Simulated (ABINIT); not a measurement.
# HgTe (Coloradoite) (F-43m) in ABINIT: single point with PBE

Aim: the single point of HgTe (Coloradoite) with PBE.

All numbers are computed with ABINIT 10.8.3 (patched build); they aren't measurements. Logs are shortened: lines on timing, memory, paths and dates and some standing lists are left out, and cuts for length are marked. The log counts tension as positive stress, the text compression.

**1. Starting point**

The structure is cubic, space group F-43m (No. 216). Conventional cell: a = 6.429 Å, b = 6.429 Å, c = 6.429 Å, α = 90.00°, β = 90.00°, γ = 90.00°. Hg (site symmetry -43m) has 4 Te at 2.78 Å as nearest neighbours. Te (site symmetry -43m) has 4 Hg at 2.78 Å as nearest neighbours.

**2. Single point, PBE**

Input file run.abi:

```
# Pseudopotentials
pp_dirpath "./"
pseudos "Hg.GGA_PBE-JTH.xml, Te.GGA_PBE-JTH.xml"

# Structure
acell 4.5459894962 4.5459894962 4.5459894962 Angstrom
rprim
     0.0000000000     0.7071067812     0.7071067812
     0.7071067812     0.0000000000     0.7071067812
     0.7071067812     0.7071067812     0.0000000000
ntypat 2
znucl 80 52
natom 2
typat 1 2
xred
     0.0000000000     0.0000000000     0.0000000000
     0.7500000000     0.7500000000     0.7500000000

# Plane-wave basis
ecut 16.0
pawecutdg 32.0
pawxcdev 0

# k points
kptopt 1
ngkpt 5 5 5
nshiftk 1
shiftk 0.0 0.0 0.0

# Exchange and correlation
ixc 11

# Bands and occupations
nband 13
occopt 3
tsmear 0.05 eV

# SCF cycle
nstep 100
tolvrs 1.0e-9

# Output
iomode 3
prtwf 0
prteig 0
prtebands 0
enunit 2
prtden 1
prtvha 1
prtvclmb 1
prtpot 1
```

Potentials or basis: JTH PAW PBE v2.0.

Run with:

```console
> mpirun --bind-to none -np 4 abinit run.abi > log 2>&1
```

run.abo:

```text
.Version 10.8.3 of ABINIT
 Symmetries : space group F-4 3 m (#216); Bravais cF (face-center cubic)
================================================================================
 Values of the parameters that define the memory need of the present run
     intxc =       0    ionmov =       0      iscf =      17    lmnmax =      18
     lnmax =       6     mgfft =      32  mpssoang =       3    mqgrid =    3001
     natom =       2  nloc_mem =       2    nspden =       1   nspinor =       1
    nsppol =       1      nsym =      24    n1xccc =       1    ntypat =       2
    occopt =       3   xclevel =       2
       mpw =        1386          nfft =       32768          nkpt =          10
Pmy_natom=         1
 PAW method is used; the additional fine FFT grid is defined by:
   mgfftf=        45    nfftf =     91125
================================================================================
================================================================================

--------------------------------------------------------------------------------
------------- Echo of variables that govern the present computation ------------
--------------------------------------------------------------------------------
 -outvars: echo values of preprocessed input variables --------
            acell      8.5906751191E+00  8.5906751191E+00  8.5906751191E+00 Bohr
              amu      2.00590000E+02  1.27600000E+02
             ecut      1.60000000E+01 Hartree
           enunit           2
              ixc          11
         kptrlatt        5    0    0      0    5    0      0    0    5
          kptrlen      4.29533756E+01
            natom           2
            nband          13
            ngfft          32      32      32
          ngfftdg          45      45      45
             nkpt          10
            nstep         100
             nsym          24
           ntypat           2
           occopt           3
        pawecutdg      3.20000000E+01 Hartree
         pawxcdev           0
        prtebands           0
           prteig           0
           prtpot           1
         prtvclmb           1
           prtvha           1
            prtwf           0
            rprim      0.0000000000E+00  7.0710678120E-01  7.0710678120E-01
                       7.0710678120E-01  0.0000000000E+00  7.0710678120E-01
                       7.0710678120E-01  7.0710678120E-01  0.0000000000E+00
          spgroup         216
           tolvrs      1.00000000E-09
           tsmear      1.83746611E-03 Hartree
            typat      1  2
           useylm           1
           xangst      0.0000000000E+00  0.0000000000E+00  0.0000000000E+00
                       4.8217500000E+00  4.8217500000E+00  4.8217500000E+00
            xcart      0.0000000000E+00  0.0000000000E+00  0.0000000000E+00
                       9.1117869477E+00  9.1117869477E+00  9.1117869477E+00
             xred      0.0000000000E+00  0.0000000000E+00  0.0000000000E+00
                       7.5000000000E-01  7.5000000000E-01  7.5000000000E-01
            znucl       80.00000   52.00000

================================================================================

 chkinp: Checking input parameters for consistency.

================================================================================
== DATASET  1 ==================================================================

--- !DatasetInfo
iteration_state: {dtset: 1, }
dimensions: {natom: 2, nkpt: 10, mband: 13, nsppol: 1, nspinor: 1, nspden: 1, mpw: 1386, }
cutoff_energies: {ecut:  16.0, pawecutdg:  32.0, }
electrons: {nelect:   1.80000000E+01, charge:   0.00000000E+00, occopt:   3.00000000E+00, tsmear:   1.83746611E-03, }
meta: {optdriver: 0, ionmov: 0, optcell: 0, iscf: 17, paral_kgb: 0, }
...

 Exchange-correlation functional for the present dataset will be:
  GGA: Perdew-Burke-Ernzerhof functional - ixc=11
  J.P.Perdew, K.Burke, M.Ernzerhof, PRL 77, 3865 (1996)

 Real(R)+Recip(G) space primitive vectors, cartesian coordinates (Bohr,Bohr^-1):
 R(1)=  0.0000000  6.0745246  6.0745246  G(1)= -0.0823110  0.0823110  0.0823110
 R(2)=  6.0745246  0.0000000  6.0745246  G(2)=  0.0823110 -0.0823110  0.0823110
 R(3)=  6.0745246  6.0745246  0.0000000  G(3)=  0.0823110  0.0823110 -0.0823110
 Unit cell volume ucvol=  4.4829809E+02 bohr^3
 Angles (23,13,12)=  6.00000000E+01  6.00000000E+01  6.00000000E+01 degrees

 Coarse grid specifications (used for wave-functions):

 getcut: wavevector=  0.0000  0.0000  0.0000  ngfft=  32  32  32
         ecut(hartree)=     16.000   => boxcut(ratio)=   2.06870

 Fine grid specifications (used for densities):

 getcut: wavevector=  0.0000  0.0000  0.0000  ngfft=  45  45  45
         ecut(hartree)=     32.000   => boxcut(ratio)=   2.01134

--- Pseudopotential description ------------------------------------------------
- pspini: atom type   1  psp file is ./Hg.GGA_PBE-JTH.xml
 Pseudopotential format is: paw10
 basis_size (lnmax)=  6 (lmn_size= 18), orbitals=   0   0   1   1   2   2
 Spheres core radius: rc_sph= 2.40020299
 Shapefunction is SIN type: shapef(r)=[sin(pi*r/rshp)/(pi*r/rshp)]**2
 Radius for shape functions =  2.25617906
 Compensation charge density is not taken into account in XC energy/potential

- pspini: atom type   2  psp file is ./Te.GGA_PBE-JTH.xml
 Pseudopotential format is: paw10
 basis_size (lnmax)=  4 (lmn_size=  8), orbitals=   0   0   1   1
 Spheres core radius: rc_sph= 2.31107438
 Shapefunction is SIN type: shapef(r)=[sin(pi*r/rshp)/(pi*r/rshp)]**2
 Radius for shape functions =  2.10488624
 Compensation charge density is not taken into account in XC energy/potential

   2.75286751E+03                                ecore*ucvol(ha*bohr**3)
--------------------------------------------------------------------------------

================================================================================

--- !BeginCycle
iteration_state: {dtset: 1, }
solver: {iscf: 17, nstep: 100, nline: 4, wfoptalg: 10, }
tolerances: {tolvrs: 1.00E-09, }
...

     iter   Etot(hartree)      deltaE(h)  residm     nres2
 ETOT  1  -50.437746891612    -5.044E+01 6.913E-02 6.467E+00
 ETOT  2  -50.594992113840    -1.572E-01 4.789E-03 7.044E+00
 ETOT  3  -50.554112982134     4.088E-02 9.959E-04 2.594E+00
 ETOT  4  -50.546732639238     7.380E-03 8.881E-04 3.250E-02
 ETOT  5  -50.549848519997    -3.116E-03 1.500E-04 3.459E-01
 ETOT  6  -50.548302272249     1.546E-03 7.410E-05 5.236E-02
 ETOT  7  -50.548335209619    -3.294E-05 3.624E-05 5.779E-03
 ETOT  8  -50.548367576634    -3.237E-05 1.121E-05 7.316E-03
 ETOT  9  -50.548378713876    -1.114E-05 4.844E-06 2.329E-03
 ETOT 10  -50.548370113952     8.600E-06 1.311E-06 8.255E-05
 ETOT 11  -50.548372767206    -2.653E-06 1.217E-06 2.366E-04
 ETOT 12  -50.548372926310    -1.591E-07 3.227E-07 2.179E-04
 ETOT 13  -50.548372342312     5.840E-07 2.491E-07 1.040E-06
 ETOT 14  -50.548372504173    -1.619E-07 8.794E-08 1.628E-05
 ETOT 15  -50.548372472041     3.213E-08 6.879E-08 5.213E-06
 ETOT 16  -50.548372463453     8.588E-09 2.251E-08 1.559E-06
 ETOT 17  -50.548372460347     3.106E-09 1.842E-08 1.652E-08
 ETOT 18  -50.548372463147    -2.800E-09 5.864E-09 3.123E-07
 ETOT 19  -50.548372462508     6.387E-10 4.733E-09 1.246E-07
 ETOT 20  -50.548372462174     3.337E-10 1.560E-09 9.663E-09
 ETOT 21  -50.548372462237    -6.207E-11 1.246E-09 5.583E-10

 At SCF step   21       nres2   =  5.58E-10 < tolvrs=  1.00E-09 =>converged.

 Cartesian components of stress tensor (hartree/bohr^3)
  sigma(1 1)= -1.67487007E-04  sigma(3 2)=  0.00000000E+00
  sigma(2 2)= -1.67487007E-04  sigma(3 1)=  0.00000000E+00
  sigma(3 3)= -1.67487007E-04  sigma(2 1)=  0.00000000E+00

--- !ResultsGS
iteration_state: {dtset: 1, }
comment   : Summary of ground state results
lattice_vectors:
- [  0.0000000,   6.0745246,   6.0745246, ]
- [  6.0745246,   0.0000000,   6.0745246, ]
- [  6.0745246,   6.0745246,   0.0000000, ]
lattice_lengths: [   8.59068,    8.59068,    8.59068, ]
lattice_angles: [ 60.000,  60.000,  60.000, ] # degrees, (23, 13, 12)
lattice_volume:   4.4829809E+02
convergence: {deltae: -6.207E-11, res2:  5.583E-10, residm:  1.246E-09, diffor: null, }
etotal    :  -5.05483725E+01
entropy   :   0.00000000E+00
fermie    :  -9.76190021E-02
cartesian_stress_tensor: # hartree/bohr^3
- [ -1.67487007E-04,   0.00000000E+00,   0.00000000E+00, ]
- [  0.00000000E+00,  -1.67487007E-04,   0.00000000E+00, ]
- [  0.00000000E+00,   0.00000000E+00,  -1.67487007E-04, ]
pressure_GPa:   4.9276E+00
xred      :
- [  0.0000E+00,   0.0000E+00,   0.0000E+00, Hg]
- [  7.5000E-01,   7.5000E-01,   7.5000E-01, Te]
cartesian_forces: # hartree/bohr
- [ -0.00000000E+00,  -0.00000000E+00,  -0.00000000E+00, ]
- [ -0.00000000E+00,  -0.00000000E+00,  -0.00000000E+00, ]
force_length_stats: {min:   0.00000000E+00, max:   0.00000000E+00, mean:   0.00000000E+00, }
...

 Integrated electronic density in atomic spheres:
 ------------------------------------------------
 Atom  Sphere_radius  Integrated_density
    1        2.40020         10.00249197
    2        2.31107          3.14071464

================================================================================

 ----iterations are completed or convergence reached----

 Mean square residual over all n,k,spin=   14.660E-12; max=  12.461E-10
 reduced coordinates (array xred) for    2 atoms
       0.000000000000      0.000000000000      0.000000000000
       0.750000000000      0.750000000000      0.750000000000
 rms dE/dt=  0.0000E+00; max dE/dt=  0.0000E+00; dE/dt below (all hartree)
    1       0.000000000000      0.000000000000      0.000000000000
    2       0.000000000000      0.000000000000      0.000000000000

 cartesian coordinates (angstrom) at end:
    1      0.00000000000000     0.00000000000000     0.00000000000000
    2      4.82175000004049     4.82175000004049     4.82175000004049

 cartesian forces (hartree/bohr) at end:
    1     -0.00000000000000    -0.00000000000000    -0.00000000000000
    2     -0.00000000000000    -0.00000000000000    -0.00000000000000
 frms,max,avg= 0.0000000E+00 0.0000000E+00   0.000E+00  0.000E+00  0.000E+00 h/b

 cartesian forces (eV/Angstrom) at end:
    1     -0.00000000000000    -0.00000000000000    -0.00000000000000
    2     -0.00000000000000    -0.00000000000000    -0.00000000000000
 frms,max,avg= 0.0000000E+00 0.0000000E+00   0.000E+00  0.000E+00  0.000E+00 e/A
 length scales=  8.590675119071  8.590675119071  8.590675119071 bohr
              =  4.545989496200  4.545989496200  4.545989496200 angstroms
 Fermi (or HOMO) energy (hartree) =  -0.09762   Average Vxc (hartree)=  -0.31754
 Eigenvalues (hartree) for nkpt=  10  k points:
 kpt#   1, nband= 13, wtk=  0.00800, kpt=  0.0000  0.0000  0.0000 (reduced coord)
  -0.54380   -0.37232   -0.37232   -0.37232   -0.35224   -0.35224   -0.12350   -0.09890
  -0.09890   -0.09890    0.05699    0.05699    0.05699
      occupation numbers for kpt#   1
   2.00000    2.00000    2.00000    2.00000    2.00000    2.00000    2.00000    1.33498
   1.33498    1.33498    0.00000    0.00000    0.00000
 prteigrs : prtvol=0 or 1, do not print more k-points.

 Fermi (or HOMO) energy (eV) =  -2.65635   Average Vxc (eV)=  -8.64079
 Eigenvalues (   eV  ) for nkpt=  10  k points:
 kpt#   1, nband= 13, wtk=  0.00800, kpt=  0.0000  0.0000  0.0000 (reduced coord)
 -14.79761  -10.13121  -10.13121  -10.13121   -9.58496   -9.58496   -3.36062   -2.69119
  -2.69119   -2.69119    1.55082    1.55082    1.55082
 prteigrs : prtvol=0 or 1, do not print more k-points.

--- !EnergyTerms
iteration_state     : {dtset: 1, }
comment             : Components of total free energy in Hartree
kinetic             :  1.28844441488848E+01
hartree             :  1.28463073782943E+01
xc                  : -7.31611153550422E+00
Ewald energy        : -3.87171840617186E+01
psp_core            :  6.14070765301550E+00
local_psp           : -3.52306692744626E+01
PAW spherical_terms : -1.15577769791178E+00
internal            : -5.05482833894026E+01
'-kT*entropy'       : -5.68035142402651E-05
total_energy        : -5.05483401929169E+01
total_energy_eV     : -1.37549040908271E+03
...

--- !EnergyTermsDC
iteration_state     : {dtset: 1, }
comment             : '"Double-counting" decomposition of free energy'
band_energy         : -5.81597374666732E+00
Ewald energy        : -3.87171840617186E+01
psp_core            :  6.14070765301550E+00
xc_dc               : -1.31995151648042E+01
PAW spherical_terms :  1.04364966145226E+00
internal            : -5.05483156587223E+01
'-kT*entropy'       : -5.68035142402651E-05
total_energy_dc     : -5.05483724622366E+01
total_energy_dc_eV  : -1.37549128717563E+03
...

--- !EnergyTermsWithPAWCore
iteration_state     : {dtset: 1, }
comment             : 'Components of total free energy, including PAW core contributions'
Total energy        : -2.64173220963236E+04
Total energy DC     : -2.64173221285930E+04
Total energy (eV)   : -7.18851955147551E+05
Total energy DC (eV): -7.18851956025644E+05
...

 Cartesian components of stress tensor (hartree/bohr^3)
  sigma(1 1)= -1.67487007E-04  sigma(3 2)=  0.00000000E+00
  sigma(2 2)= -1.67487007E-04  sigma(3 1)=  0.00000000E+00
  sigma(3 3)= -1.67487007E-04  sigma(2 1)=  0.00000000E+00

-Cartesian components of stress tensor (GPa)         [Pressure=  4.9276E+00 GPa]
- sigma(1 1)= -4.92763788E+00  sigma(3 2)=  0.00000000E+00
- sigma(2 2)= -4.92763788E+00  sigma(3 1)=  0.00000000E+00
- sigma(3 3)= -4.92763788E+00  sigma(2 1)=  0.00000000E+00

== END DATASET(S) ==============================================================
================================================================================

 -outvars: echo values of variables after computation  --------
            acell      8.5906751191E+00  8.5906751191E+00  8.5906751191E+00 Bohr
           etotal     -5.0548372462E+01
            fcart     -0.0000000000E+00 -0.0000000000E+00 -0.0000000000E+00
                      -0.0000000000E+00 -0.0000000000E+00 -0.0000000000E+00
            rprim      0.0000000000E+00  7.0710678120E-01  7.0710678120E-01
                       7.0710678120E-01  0.0000000000E+00  7.0710678120E-01
                       7.0710678120E-01  7.0710678120E-01  0.0000000000E+00
           strten     -1.6748700722E-04 -1.6748700722E-04 -1.6748700722E-04
                       0.0000000000E+00  0.0000000000E+00  0.0000000000E+00
           xangst      0.0000000000E+00  0.0000000000E+00  0.0000000000E+00
                       4.8217500000E+00  4.8217500000E+00  4.8217500000E+00
             xred      0.0000000000E+00  0.0000000000E+00  0.0000000000E+00
                       7.5000000000E-01  7.5000000000E-01  7.5000000000E-01
 Calculation completed.
```

Wall time 16 s (4 MPI ranks of Intel Xeon at 2.50GHz (Skylake/Cascade Lake), shared host); peak memory 0.4 GiB.

Results:

```
Free energy                                           : -1375.4913 eV
Pressure                                              : 4.9 GPa
Band gap on the k mesh                                : none (metal or under the smearing width)
Valence electrons inside the program's atomic spheres : Hg 10.00; Te 3.14
```

Levels at points of the mesh, in eV from the Fermi level:
```csv
k point,band 6,band 7,band 8,band 9,band 10,band 11,band 12,band 13
"(0.00, 0.00, 0.00)",-6.93,-0.70,-0.03,-0.03,-0.03,4.21,4.21,4.21
```
